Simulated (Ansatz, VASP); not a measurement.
## One calculation of CdTe, two programs

```
Cd Te
1.0
     0.00000    3.24470    3.24470
     3.24470    0.00000    3.24470
     3.24470    3.24470    0.00000
Cd Te
1 1
Cartesian
  0.0000 0.0000 0.0000
  4.8671 4.8671 4.8671
```

Alike in both runs: task single point; functional PBEsol; k mesh 8 × 8 × 8; no spin polarisation.

|  | VASP | Ansatz |
| --- | --- | --- |
| version | VASP 6.6.1 | Ansatz 0.2.0 |
| potentials or method | VASP PAW PBE potentials, release 64 (Cd, Te), cutoff 520 eV | all-electron LAPW, scalar-relativistic |
| occupations | gaussian, width 0.01 eV | fixed |

```csv
,VASP,Ansatz,Ansatz less VASP
gap on the k mesh at the Fermi level (eV),0.65,0.65,-0.002
pressure (GPa),0.2,0.0,-0.15
```

Ansatz ran all-electron here, so the differences hold the error of VASP's frozen core and of both bases.

Caveats: the PAW data sets were made with another functional, which shifts forces and pressure a little (VASP); spin-orbit coupling is left out, which moves the levels of the heavy elements.
